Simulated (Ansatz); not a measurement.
## A series in volume per atom on LiH

Results calculated with Ansatz 0.2.0, not measured. Periodic Kohn-Sham DFT of a crystal at fixed atoms; pressure and stress are positive in compression; the energy is the free energy less that of spherical unpolarised free atoms; site moments are those in the method's own spheres, positive along +z.

Cell of the first row (space group Fm-3m, No. 225):
```
LiH
1.0
      0.0000     1.9910     1.9910
      1.9910     0.0000     1.9910
      1.9910     1.9910     0.0000
Li H
1 1
Direct
  0.00000 0.00000 0.00000
  0.50000 0.50000 0.50000
```

Settings of every row: method all-electron PAW; functional LDA; relativity scalar; k mesh 11x11x11; filling fermi-dirac; smearing width 0.03 eV; nucleus gaussian.

Atom start moment: 0 on all atoms.

| row | volume per atom (Å³) | pressure (GPa) |
| --- | --- | --- |
| 1 | 7.893 | -2.042 |
| 2 | 8.061 | -2.724 |
| 3 | 8.228 | -3.336 |
| 4 | 8.312 | ? |
| 5 | 8.396 | -3.918 |
| 6 | 8.48 | -4.165 |
| 7 | 8.564 | -4.416 |
| 8 | 8.732 | -4.881 |
| 9 | 8.9 | -5.303 |

Question: what pressure should row 4 give?

Worked fit of pressure. Take u = (V_r/V)^(2/3) − 1 with V_r = 8.438 Å³ an atom, which is twice the finite (Eulerian) strain; such expansions in the strain, on which the Birch-Murnaghan equation of state is built, carry the rest volume and the bulk modulus. The shown rows have u = 0.04552, 0.03094, 0.01694, 0.00333, -0.0033, -0.00983, -0.02257, -0.03491. Least squares give pressure = −4.039 + 39.527 × u + 95.85 × u² GPa; a straight line predicts inner rows, each left out in turn, worse (root mean square 0.05 against 0.0075 GPa). The rows lie off it by -0.001, 0.000, 0.006, -0.012, 0.003, 0.002, 0.001, -0.001 (root mean square 0.0049 GPa). The withheld row has u = 0.01008, so the fit gives −4.039 + 39.527 × (0.01008) + 95.85 × (0.01008)² = -3.631 GPa.

The calculation gave -3.647 GPa. The fit lies 0.016 GPa (0.49 % of the column's range) above it; its largest miss of a shown row is 0.012 GPa.
